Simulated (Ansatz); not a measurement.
**Sn3GeSe4: further runs on a relaxed guess**

This session takes a relaxed cell of Sn3GeSe4 and sets out to compute bands, density of states and charges.

Method: DFT PBE, scalar-relativistic, plane waves, PAW, in Ansatz 0.2.0.

3 further runs of the same task are left out: 1 that didn't finish, 2 set aside as unsound or not needed.

### Step 1. The structure to begin with

Symmetry: Pm-3m, No. 221, cubic system. Conventional cell: a = 5.972 Å, b = 5.972 Å, c = 5.972 Å, α = 90.00°, β = 90.00°, γ = 90.00°. Around Sn (site symmetry 4/mmm) lie 6 Se at 2.99 Å. Ge (site symmetry m-3m) has 6 Se at 2.99 Å as nearest neighbours. Se (site symmetry m-3m) has 6 Sn at 2.99 Å as nearest neighbours. Se (site symmetry 4/mmm) has 4 Sn at 2.99 Å and 2 Ge at 2.99 Å as nearest neighbours.

Coordinates:

```
Sn Ge Se
1.0
     5.97161    0.00000    0.00000
     0.00000    5.97161    0.00000
     0.00000    0.00000    5.97161
Sn Ge Se
3 1 4
Cartesian
  2.9858 0.0000 2.9858
  0.0000 2.9858 2.9858
  2.9858 2.9858 0.0000
  0.0000 0.0000 0.0000
  2.9858 2.9858 2.9858
  0.0000 2.9858 0.0000
  2.9858 0.0000 0.0000
  0.0000 0.0000 2.9858
```

The cell was relaxed beforehand at this level, from a generated guess; it is a trial structure. At a tolerance of 0.05 Å it has space group Pm-3m (No. 221); it has 26.62 Å³/atom, an uncorrected energy of -0.35 eV/atom over the elements.

### Step 2. Electronic structure at the relaxed geometry

Contents of input.yaml:

```yaml
crystal:
  lattice:
    - [5.9716110641, 0.0, 0.0]
    - [0.0, 5.9716110641, 0.0]
    - [0.0, 0.0, 5.9716110641]
  atoms:
    - { symbol: Sn, position: [0.5, 0.0, 0.5] }
    - { symbol: Sn, position: [0.0, 0.5, 0.5] }
    - { symbol: Sn, position: [0.5, 0.5, 0.0] }
    - { symbol: Ge, position: [0.0, 0.0, 0.0] }
    - { symbol: Se, position: [0.5, 0.5, 0.5] }
    - { symbol: Se, position: [0.0, 0.5, 0.0] }
    - { symbol: Se, position: [0.5, 0.0, 0.0] }
    - { symbol: Se, position: [0.0, 0.0, 0.5] }
basis:
  ecutwfc: 420
kpoints:
  mp_grid: { grid: [6, 6, 6] }
  band_path:
    path:
      - [[0.0, 0.0, 0.0], [0.0, 0.5, 0.0], [0.5, 0.5, 0.0], [0.0, 0.0, 0.0], [0.5, 0.5, 0.5], [0.0, 0.5, 0.0]]
      - [[0.5, 0.5, 0.5], [0.5, 0.5, 0.0]]
    npoints: 14
hamiltonian:
  xc: pbe
scf:
  occupations: { method: gaussian, width: 0.1 }
  n_extra_bands: 20
output:
  forces: true
  stress: true
  eigenvalues: true
  populations: true
  dos: { projected: true, de: 0.02, nscf_kmesh: { grid: [8, 8, 8] } }
  bader: true
  write_density: true
  write_potential: true
  elf: true
  volumetric_format: npy
```

Run with:

```console
$ ansatz run input.yaml --threads 1 --pin off --max-ram 2560MiB --backend cpu --events-out ev --progress --plain --runs-dir out
```

**Question.** What will these runs give? Wanted: gap; states at the Fermi level; Bader charges.

The runs gave:

| quantity | value |
| --- | --- |
| gap | none (metal) |
| states at the Fermi level | 0.10 per eV per cell |
| Bader charges | Sn +0.88, Ge +0.66, Se -0.86 to -0.81 e |

In words: It comes out metallic. Of the projected weight within 0.25 eV of the Fermi level, the largest part is Ge 4p (30 %) and Sn 5p (26 %). Charge transfer between the atoms is moderate (Bader charges up to 0.9 e).
